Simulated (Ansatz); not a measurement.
InPd:

```
In Pd
1.0
     3.27188    0.00000    0.00000
     0.00000    3.27188    0.00000
     0.00000    0.00000    3.27188
In Pd
1 1
Cartesian
  0.0000 0.0000 0.0000
  1.6359 1.6359 1.6359
```

The cell comes from a database or a generator and needn't be the stable form of this composition.

```yaml
Program: Ansatz 0.2.0
Task: relaxation of cell and atoms
Functional: RPBE
Potentials_or_basis: Ansatz PAW
Cutoff: "420 eV (not typed: the program's choice for these potentials)"
k_mesh: 8 × 8 × 8
Occupations: fermi-dirac, width 0.05 eV
Spin: no spin polarisation
```

At the start: volume 17.51 Å³/atom.

Problem. How do energy, volume and symmetry change on relaxing?

Solution. It ends after 4 steps and the volume is 18.59 Å³/atom (+6.1 %); space group Pm-3m (No. 221, to 0.05 Å).

Step by step:
```
step  energy change (eV)  largest force (eV/Å)  volume (Å³)
   1              0.0000                0.0000        35.03
   2             -0.0427                0.0000        37.45
   3             -0.0435                0.0000        37.18
   4             -0.0445                0.0000        37.18
```

Final structure:
```
In Pd
1.0
     3.33752    0.00000    0.00000
     0.00000    3.33752    0.00000
     0.00000    0.00000    3.33752
In Pd
1 1
Direct
  0.00000 0.00000 0.00000
  0.50000 0.50000 0.50000
```

Caveat: the plane-wave basis is chosen anew once the cell has moved, so the energies of steps on either side of that aren't comparable; the PAW data sets come from PBE, with cores solved anew for the run's functional, which leaves a small shift of forces and pressure.
